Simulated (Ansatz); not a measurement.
**Equation of state of SrO**

Space group Fm-3m (No. 225). a = 5.140 Å, b = 5.140 Å, c = 5.140 Å, α = 90.00°, β = 90.00°, γ = 90.00°
```json
{"atom": "Sr", "site": "4a", "symmetry": "m-3m", "x": "0.0000", "y": "0.0000", "z": "0.0000"}
{"atom": "O", "site": "4b", "symmetry": "m-3m", "x": "0.5000", "y": "0.0000", "z": "0.0000"}
```

The runs use the primitive cell with vectors (0.000, 2.570, 2.570), (2.570, 0.000, 2.570), (2.570, 2.570, 0.000) Å, to which the k mesh refers.

The cell is COD entry 1100027, as deposited and not checked against the literature; nothing was relaxed. It is an old determination, and later ones may differ.

Levels of theory: DFT, PBE, all-electron LAPW, scalar-relativistic (Ansatz 0.2.0); DFT, PBE, PAW with Ansatz's default frozen-core files, scalar-relativistic (Ansatz 0.2.0).

For LAPW: a Γ-centred 8×8×8 k mesh, Fermi–Dirac smearing of 0.02 eV, basis error target 0.25 meV/atom, no spin polarisation. PAW takes a cutoff of 420 eV at this cell. The Ansatz runs share mesh, smearing and spin set-up. Plane-wave (PAW) pressures include the program's estimate of the Pulay term.

The cell above is scaled evenly, with fractional coordinates and shape held.

(1) Estimate the equilibrium volume and bulk modulus that full-potential LAPW gives for this fixed shape.

Results:

(1) V0 = 17.53 Å³/atom, B0 = 85 GPa, B0′ = 4.5, from a third-order Birch–Murnaghan fit to these pressures:
| V/V(cell) | V (Å³/atom) | P, LAPW (GPa) | P, PAW (GPa) | gap on the k mesh, LAPW (eV) |
| --- | --- | --- | --- | --- |
| 0.9400 | 15.952 | 9.82 | 9.82 | 3.27 |
| 0.9500 | 16.122 | 8.51 | 8.51 | 3.28 |
| 0.9600 | 16.292 | 7.27 | 7.27 | 3.29 |
| 0.9750 | 16.546 | 5.53 | 5.53 | 3.30 |
| 0.9800 | 16.631 | 4.98 | 4.98 | 3.30 |
| 0.9900 | 16.801 | 3.92 | 3.92 | 3.31 |
| 1.0000 | 16.971 | 2.92 | 2.92 | 3.31 |
| 1.0100 | 17.140 | 1.97 | 1.97 | 3.32 |
| 1.0200 | 17.310 | 1.07 | 1.08 | 3.32 |
| 1.0250 | 17.395 | 0.64 | 0.64 | 3.32 |
| 1.0400 | 17.649 | -0.59 | -0.59 | 3.33 |
| 1.0500 | 17.819 | -1.36 | -1.35 | 3.33 |
| 1.0600 | 17.989 | -2.08 | -2.08 | 3.33 |
